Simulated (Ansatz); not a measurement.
TiSi2: two-dimensional strain map

Theory: DFT PBE, scalar-relativistic, plane waves, PAW in Ansatz. Cutoff 420 eV, Γ-centred 14×14×14 k-points, Gaussian smearing of 0.15 eV. No spin polarisation. Energies are free energies at this smearing, counted from the undisturbed cell; pressure is positive in compression.

The undisturbed cell (relaxed at this level):

```
CELL_PARAMETERS angstrom
0.00000 4.13518 4.27960
2.40387 0.00000 4.27960
2.40387 4.13518 0.00000
ATOMIC_POSITIONS crystal
Ti 0.75000 0.75000 0.75000
Ti 0.50000 0.50000 0.50000
Si 0.08682 0.41318 0.08682
Si 0.41318 0.08682 0.41318
Si 0.16318 0.83682 0.16318
Si 0.83682 0.16318 0.83682
```

The cell is strained by p along both x and y and by q along z, fractional coordinates fixed. Points are written (p, q).

Energy above the undisturbed cell in meV/atom (a dash: not computed):

| p \ q | -0.080 | 0.000 | 0.080 |
| --- | --- | --- | --- |
| -0.080 | 479.7 | 248.8 | 267.5 |
| 0.000 | 142.8 | 0.0 | 89.4 |
| 0.080 | 212.6 | 148.4 | 282.3 |

Pressure in GPa:

```csv
p \ q,-0.080,0.000,0.080
-0.080,60.8,33.0,17.8
0.000,18.9,0.0,-9.7
0.080,-0.3,-13.5,-19.9
```